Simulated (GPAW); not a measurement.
# MoS2 (P6_3/mmc) in GPAW: settings compared, part 4 of 4

GPAW 26.7.0.

### Step 5. Dielectric tensor, PBE+U

Input file run.py:

```python
import numpy as np
from ase import Atoms
from ase.dft.bandgap import bandgap
from ase.io import write
from gpaw import GPAW, PW
from gpaw.response.df import DielectricFunction

atoms = Atoms(['Mo', 'Mo', 'S', 'S', 'S', 'S'],
              cell=[[3.169, 0.0, 0.0],
                    [-1.5845, 2.7444345046, 0.0],
                    [0.0, 0.0, 12.324]],
              scaled_positions=[[0.6666666667, 0.3333333333, 0.75],
                                [0.3333333333, 0.6666666667, 0.25],
                                [0.6666666667, 0.3333333333, 0.377],
                                [0.3333333333, 0.6666666667, 0.877],
                                [0.6666666667, 0.3333333333, 0.123],
                                [0.3333333333, 0.6666666667, 0.623]],
              pbc=True)

calc = GPAW(mode=PW(450),
            xc='PBE',
            kpts={'size': (8, 8, 2), 'gamma': True},
            occupations={'name': 'fermi-dirac', 'width': 0.001},
            setups={'Mo': ':d,6.0'},
            nbands=46,
            convergence={'density': 1e-06},
            maxiter=150,
            txt='gpaw.txt')
atoms.calc = calc
energy = atoms.get_potential_energy()
calc.write('gs.gpw')
write('result.traj', atoms)
print(f'Energy: {energy:.6f} eV')
print('Fermi level:', round(calc.get_fermi_level(), 4), 'eV')
print(f'Gap: {bandgap(calc)[0]:.4f} eV, direct: {bandgap(calc, direct=True)[0]:.4f} eV')

for size in [(12, 12, 3)]:
    name = 'x'.join(str(n) for n in size)
    dense = calc.fixed_density(kpts={'size': size, 'gamma': True},
                               nbands=80, convergence={'bands': 74, 'eigenstates': 1e-7},
                               update_fermi_level=True, txt=f'dense-{name}.txt')
    dense.write(f'{name}.gpw', mode='all')
    df = DielectricFunction(f'{name}.gpw', frequencies=np.array([0.0]), hilbert=False, eta=0.001,
                            ecut=80, nbands=74, intraband=False, txt=f'df-{name}.txt')
    for xc in ['RPA']:
        for direction in ['x', 'y', 'z', [0, 1, 1], [1, 0, 1], [1, 1, 0]]:
            e0, e = df.get_macroscopic_dielectric_constant(xc=xc, direction=direction)
            print(f'{name} {xc} {direction}: {e0:.4f} without, {e:.4f} with local fields')
```

Potentials or basis: GPAW PAW data sets (gpaw-data 1.2.1), pw.

Launch:

```sh
$ OMP_NUM_THREADS=1 python run.py
```

gpaw.txt:

```text
__  _  _
 | _ |_)|_||  |
 |__||  | ||/\| - 26.7.0

Input parameters:
  mode=PW(ecut=450.00000000000006),
  convergence={'density': 1e-06},
  kpts=MonkhorstPack(size=(8, 8, 2), gamma=True),
  maxiter=150,
  nbands=46,
  occupations=Occupations(name='fermi-dirac', width=0.001),
  setups={'Mo': ':d,6.0'},
  xc=XC(name='PBE')

Diagonalizing LCAO Hamiltonian
Converting LCAO to pw mode

        S

           Mo
        S

           S
        Mo

           S

Atoms  # Å, Bohr magnetons
|   | symbol |         x |        y |         z |    initial magnetic moments |
|---|--------|-----------|----------|-----------|-----------------------------|
| 0 |     Mo |  1.584500 | 0.914812 |  9.243000 | ( 0.0000,  0.0000,  0.0000) |
| 1 |     Mo | -0.000000 | 1.829623 |  3.081000 | ( 0.0000,  0.0000,  0.0000) |
| 2 |      S |  1.584500 | 0.914812 |  4.646148 | ( 0.0000,  0.0000,  0.0000) |
| 3 |      S | -0.000000 | 1.829623 | 10.808148 | ( 0.0000,  0.0000,  0.0000) |
| 4 |      S |  1.584500 | 0.914812 |  1.515852 | ( 0.0000,  0.0000,  0.0000) |
| 5 |      S | -0.000000 | 1.829623 |  7.677852 | ( 0.0000,  0.0000,  0.0000) |

Unit cell  # Å
| periodic |         x |        y |         z |   lengths |     angles |
|----------|-----------|----------|-----------|-----------|------------|
|      yes |  3.169000 | 0.000000 |  0.000000 |  3.169000 |  90.000000 |
|      yes | -1.584500 | 2.744435 |  0.000000 |  3.169000 |  90.000000 |
|      yes |  0.000000 | 0.000000 | 12.324000 | 12.324000 | 120.000000 |

Number of symmetries: 12
Symmetry operations  # r_c * U_cc + t_c -> r_c
|    | kind |            matrix            |
|----|------|------------------------------|
|  0 |  σ   |  1, 1, 0,  0,-1, 0,  0, 0, 1 |
|  1 |  S6  |  1, 1, 0, -1, 0, 0,  0, 0,-1 |
|  2 |  E   |  1, 0, 0,  0, 1, 0,  0, 0, 1 |
|  3 |  C2  |  1, 0, 0, -1,-1, 0,  0, 0,-1 |
|  4 |  C2  |  0, 1, 0,  1, 0, 0,  0, 0,-1 |
|  5 |  C3  |  0, 1, 0, -1,-1, 0,  0, 0, 1 |
|  6 |  S6  |  0,-1, 0,  1, 1, 0,  0, 0,-1 |
|  7 |  σ   |  0,-1, 0, -1, 0, 0,  0, 0, 1 |
|  8 |  σ   | -1, 0, 0,  1, 1, 0,  0, 0, 1 |
|  9 |  i   | -1, 0, 0,  0,-1, 0,  0, 0,-1 |
| 10 |  C3  | -1,-1, 0,  1, 0, 0,  0, 0, 1 |
| 11 |  C2  | -1,-1, 0,  0, 1, 0,  0, 0,-1 |

BZ-sampling:
  Number of BZ points: 128
  Number of IBZ points: 20

  Monkhorst-Pack size: [8, 8, 2]
  Monkhorst-Pack shift: [0.0625, 0.0625, 0.25]

K-points  # in reciprocal-cell coordinates
|     |                                coordinates |     weight |
|-----|--------------------------------------------|------------|
|   0 | (  0.00000000,   0.00000000,   0.00000000) | 0.00781250 |
|   1 | (  0.00000000,   0.00000000,   0.50000000) | 0.00781250 |
|   2 | (  0.12500000,   0.00000000,   0.00000000) | 0.04687500 |
|   3 | (  0.12500000,   0.00000000,   0.50000000) | 0.04687500 |
|   4 | (  0.25000000,  -0.12500000,   0.00000000) | 0.04687500 |
|   5 | (  0.25000000,  -0.12500000,   0.50000000) | 0.04687500 |
|   6 | (  0.25000000,   0.00000000,   0.00000000) | 0.04687500 |
|   7 | (  0.25000000,   0.00000000,   0.50000000) | 0.04687500 |
|   8 | (  0.37500000,  -0.12500000,   0.00000000) | 0.09375000 |
|   9 | (  0.37500000,  -0.12500000,   0.50000000) | 0.09375000 |
| ... |                                            |            |
|  19 | (  0.50000000,   0.50000000,   0.50000000) | 0.02343750 |

Plane wave coefficients: 2382
Cutoff: 450.00000000000006 eV

Spin-components: 1 (collinear spins)
Bands:           46
Projectors:      32
Spin-degeneracy: 2
Datatype:        complex128

Parallelization:
  kpt:    1
  domain: 1
  band:   1

Density:
  Valence electrons: 52.0
  Components: 1
  Grid points: [16 16 63]
  Charge: 0.0  # |e|

Potential:
  Grid points: [16 16 63]

species:
  Mo:
    name:    Molybdenum
    Z:       42.0
    valence: 14
    core:    28
    charge:  0.0  # [|e|]
    Hubbard: {U: 6.0,  # eV
              l: 2,
              scale: True}
    compensation charges:
      type: gauss
      rc: 0.38  # [Å]
      lmax: 2
    cutoffs:
      filter: 2.16  # [Å]
      core: 1.42  # [Å]
    projectors
    | kind |    occ | energy [eV] | rcut [Å] |
    |------|--------|-------------|----------|
    |   4s |  2.000 |     -64.307 |    1.238 |
    |   5s |  1.000 |      -4.084 |    1.238 |
    |   4p |  6.000 |     -38.491 |    1.296 |
    |   5p |  0.000 |      -1.044 |    1.296 |
    |   4d |  5.000 |      -3.754 |    1.296 |
    |    d |        |      23.458 |    1.296 |

    Using partial waves for Mo as LCAO basis

  S:
    name:    Sulfur
    Z:       16.0
    valence: 6
    core:    10
    charge:  0.0  # [|e|]
    compensation charges:
      type: gauss
      rc: 0.24  # [Å]
      lmax: 2
    cutoffs:
      filter: 1.77  # [Å]
      core: 1.66  # [Å]
    projectors
    | kind |    occ | energy [eV] | rcut [Å] |
    |------|--------|-------------|----------|
    |   3s |  2.000 |     -17.254 |    0.974 |
    |   3p |  4.000 |      -7.008 |    0.979 |
    |    s |        |       9.957 |    0.974 |
    |    p |        |      20.203 |    0.979 |
    |    d |        |       0.000 |    0.900 |

    Using partial waves for S as LCAO basis

Reference energy: -263698.624853  # eV

eigensolver:
  PPCG
  Converge bands: occupied
  niter=2

density mixing:
  MSR1-Mixer
  Pratt-step length: 0.05
  Maximum mixing coefficient: 0.75
  Old densities: 10
  SVD Regularization: 0.005
  Good broyden scale: 1.0
  Trust region scale: 1.0
  Backstep threshold: 4.0
  History deletion threshold: 6.0
  Fourier metric: weight=20.0, sigma=0.015

occupation numbers:
  Fermi-Dirac:
    width: 0.0010  # eV

poisson solver:
  ecut: 3600.0000000000005  # eV

xc functional:
  name: PBE with 2 nearest neighbor stencil

convergence criteria:
- Maximum integral of absolute [dens]ity change: 1e-06 electrons / valence electron
- Maximum [total energy] change in last 3 cyles: 0.0005 eV / valence electron
- Maximum integral of absolute [eigenst]ate change: 4e-08 eV^2 / valence electron
maximum number of iterations: 150

SCF iterations
|iter     | |      energy | eigst |  dens |
|---------|-|-------------|-------|-------|
|iter:   1| |  -32.141019 | +0.50 |       |
|iter:   2| |  -31.368117 | -1.17 | -0.98 |
|iter:   3| |  -29.322574 | -1.11 | -1.05 |
|iter:   4| |  -29.182810 | -1.87 | -1.44 |
|iter:   5| |  -29.196364 | -2.59 | -1.76 |
|iter:   6| |  -29.219058 | -3.02 | -2.04 |
|iter:   7| |  -29.217939c| -3.89 | -2.43 |
|iter:   8| |  -29.234173c| -3.71 | -2.71 |
|iter:   9| |  -29.304553 | -2.07 | -2.77 |
|iter:  10| |  -29.358730 | -1.98 | -2.33 |
|iter:  11| |  -29.324931 | -2.14 | -2.36 |
|iter:  12| |  -29.335456 | -4.01 | -2.65 |
|iter:  13| |  -29.353963 | -3.47 | -2.71 |
|iter:  14| |  -29.392180 | -2.03 | -2.76 |
|iter:  15| |  -29.398342 | -3.62 | -2.79 |
|iter:  16| |  -29.398442c| -5.10 | -3.27 |
|iter:  17| |  -29.397232c| -3.81 | -3.41 |
|iter:  18| |  -29.398491c| -3.77 | -3.36 |
|iter:  19| |  -29.398590c| -5.48 | -3.74 |
|iter:  20| |  -29.398592c| -6.72 | -4.48 |
|iter:  21| |  -29.398593c| -8.04c| -4.87 |
|iter:  22| |  -29.398593c| -8.14c| -5.19 |
|iter:  23| |  -29.398593c| -8.23c| -5.50 |
|iter:  24| |  -29.398593c| -9.48c| -5.84 |
|iter:  25| |  -29.398593c| -9.97c| -6.55c|

Converged in 25 steps
Energy contributions relative to reference atoms: (reference = -263698.624853)

Energy contributions:
  Kinetic:          18.132655
  Coulomb:         -25.289175
  Zero:             -0.564569
  External:          0.000000
  Xc:              -21.677503
  Entropy:          -0.000000
  Spinorbit:         0.000000
  ----------------------------
  Free energy:     -29.398593
  Extrapolated:    -29.398593

dipole moment: (0.000001, 0.000002, 0.000007)  # |e|*Ang

Fermi level: 7.895
Eigenvalues  # (at kpt = [0.000, 0.000, 0.000])
| band index |      eig [eV] | occ [0-2] |
|------------|---------------|-----------|
|          0 |       -53.475 |     2.000 |
|        ... |               |           |
|         18 |         5.350 |     2.000 |
|         19 |         5.395 |     2.000 |
|         20 |         6.437 |     2.000 |
|         21 |         6.437 |     2.000 |
|         22 |         6.491 |     2.000 |
|         23 |         6.491 |     2.000 |
[... 8 lines left out ...]
|         32 |        10.936 |     0.000 |
|         33 |        10.936 |     0.000 |
|        ... |               |           |
|         45 |        20.478 |     0.000 |

Gap: 0.930 eV
Transition (v -> c):
  (s=0, k=2, n=25, [0.12, 0.00, 0.00]) -> (s=0, k=12, n=26, [0.38, 0.38, 0.00])
Direct/indirect transitions are different
Direct gap: 1.315 eV
Transition at: (s=0, k=12, n=25, [0.38, 0.38, 0.00])
# Writing to gs.gpw (mode='')
```

It took 7.6 min on 1 thread of Arm Neoverse V1, shared host; peak memory 0.56 GiB.

Results:

| Quantity | Value |
| --- | --- |
| Free energy | -29.3986 eV |
| Band gap on the k mesh | 0.93 eV, indirect (least direct gap 1.31 eV) |
| Electronic dielectric tensor (diagonal) | 13.35, 13.35, 6.14 |

Electronic dielectric tensor:
```
13.35  0.00  0.00
 0.00 13.35  0.00
 0.00  0.00  6.14
```

Caveat: the long-wavelength limit can be off by several per cent where d states take part; response on these states lacks terms of the Hamiltonian; an odd mesh through Γ misses points on the zone boundary, where band edges often lie.

### Step 6. The runs side by side

```csv
task,level,U,k mesh,cutoff (eV),smearing,response ecut,maxiter,response k mesh,response bands,kernels,other keys,mesh quality,gap on the mesh (eV)
dielectric tensor,PBE,-,8 × 8 × 2,500,fermi-dirac 0.001 eV,80 eV,150,13 × 13 × 3,74,"["RPA", "LR0.3", "LR0.1"]",-,not flagged,0.97
one-shot levels on a semilocal density,r2SCAN,-,5 × 5 × 1,500,fermi-dirac 0.05 eV,-,100,-,-,-,"several, not listed",coarse,1.03
dielectric tensor,PBE+U,Mo d U = 6.0 eV,8 × 8 × 2,450,fermi-dirac 0.001 eV,80 eV,150,12 × 12 × 3,74,["RPA"],-,not flagged,0.93
```

Alike in all rows: potentials or basis GPAW PAW data sets (gpaw-data 1.2.1), pw; no spin polarisation; cell as given.

Caveats: some runs use coarse meshes; an odd mesh through Γ misses points on the zone boundary, where band edges often lie; the long-wavelength limit can be off by several per cent where d states take part (some runs); energy and the plain gap are those of the semilocal run (some runs); the hybrids' values are one shot on its orbitals and mesh (some runs); response on these states lacks terms of the Hamiltonian (some runs).

Absolute energies hang on the potentials; compare differences alone.

### Step 7. How close it comes

Step 2. Against the measured gap of MoS2, 1.3 eV (indirect; 300 K; “Multiwavelength excitation Raman Scattering Analysis of bulk and 2 dimensional MoS2: Vibrational properties of atomically thin MoS2 layers”, 2015, arxiv:1506.03228), the calculated 0.97 eV is off by -0.33 eV. Spin-orbit coupling on Mo is left out. The value is that of PBE on a finite k mesh, which can miss the band edges, without temperature or zero-point motion. Semilocal functionals fall short of measured gaps as a rule.

Step 5. Against the measured gap of MoS2, 1.3 eV (indirect; 300 K; “Multiwavelength excitation Raman Scattering Analysis of bulk and 2 dimensional MoS2: Vibrational properties of atomically thin MoS2 layers”, 2015, arxiv:1506.03228), the calculated 0.93 eV is off by -0.37 eV. Spin-orbit coupling on Mo is left out. The value is that of PBE+U on a finite k mesh, which can miss the band edges, without temperature or zero-point motion.
